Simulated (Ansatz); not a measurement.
The cell is GaN (zincblende); cell and atoms were relaxed with r2SCAN. The symmetry is F-43m (No. 216, cubic); a = 4.498 Å in the conventional setting, 11.37 Å³ an atom. Ga has 4 N at 1.95 Å; N has 4 Ga at 1.95 Å.

5 runs of the plane-wave code Ansatz on this cell differ in the functional (and in the settings that go with it). Levels are in eV from each run's valence top; v1 is the last filled band, c1 the first empty one.

Run A, mean stress -3.7 GPa (compression positive):

| point | v4 | v3 | v2 | v1 | c1 | c2 |
| --- | --- | --- | --- | --- | --- | --- |
| Γ | -15.72 | 0.00 | 0.00 | 0.00 | 3.99 | 13.20 |
| X | -13.54 | -6.69 | -2.99 | -2.99 | 5.47 | 9.32 |
| U | -13.41 | -6.35 | -4.70 | -2.41 | 7.29 | 10.85 |

Run B, mean stress -5.4 GPa (compression positive):

| point | v4 | v3 | v2 | v1 | c1 | c2 |
| --- | --- | --- | --- | --- | --- | --- |
| Γ | -13.27 | 0.00 | 0.00 | 0.00 | 1.77 | 10.16 |
| X | -11.39 | -6.24 | -2.75 | -2.75 | 3.26 | 6.51 |
| U | -11.23 | -5.97 | -4.34 | -2.21 | 4.90 | 7.76 |

Run C, mean stress -0.2 GPa (compression positive):

| point | v4 | v3 | v2 | v1 | c1 | c2 |
| --- | --- | --- | --- | --- | --- | --- |
| Γ | -15.41 | 0.00 | 0.00 | 0.00 | 3.70 | 12.71 |
| X | -13.14 | -6.64 | -2.95 | -2.95 | 5.18 | 8.93 |
| U | -13.01 | -6.31 | -4.65 | -2.37 | 6.96 | 10.40 |

Run D, mean stress -1.5 GPa (compression positive):

| point | v4 | v3 | v2 | v1 | c1 | c2 |
| --- | --- | --- | --- | --- | --- | --- |
| Γ | -14.42 | 0.00 | 0.00 | 0.00 | 2.88 | 11.91 |
| X | -12.65 | -6.43 | -2.88 | -2.88 | 4.44 | 8.11 |
| U | -12.50 | -6.12 | -4.51 | -2.32 | 6.20 | 9.50 |

Run E, mean stress 0.0 GPa (compression positive):

| point | v4 | v3 | v2 | v1 | c1 | c2 |
| --- | --- | --- | --- | --- | --- | --- |
| Γ | -13.55 | 0.00 | 0.00 | 0.00 | 2.17 | 11.06 |
| X | -12.01 | -6.24 | -2.80 | -2.80 | 3.77 | 7.30 |
| U | -11.85 | -5.96 | -4.37 | -2.25 | 5.48 | 8.60 |

Question: Match the runs to LDA, r2SCAN, r2SCANh, PBE0, r2SCAN0.

Answer: A is r2SCAN0, B is LDA, C is PBE0, D is r2SCANh, E is r2SCAN. In order of the gap: LDA 1.77, r2SCAN 2.17, r2SCANh 2.88, PBE0 3.70, r2SCAN0 3.99 eV.

The values are computed, spin-unpolarised, and not measurements.

The program warns that its thresholds are loose for a hybrid's stress.

The meshes of the hybrids are coarse, so their gaps aren't converged to the digits shown.
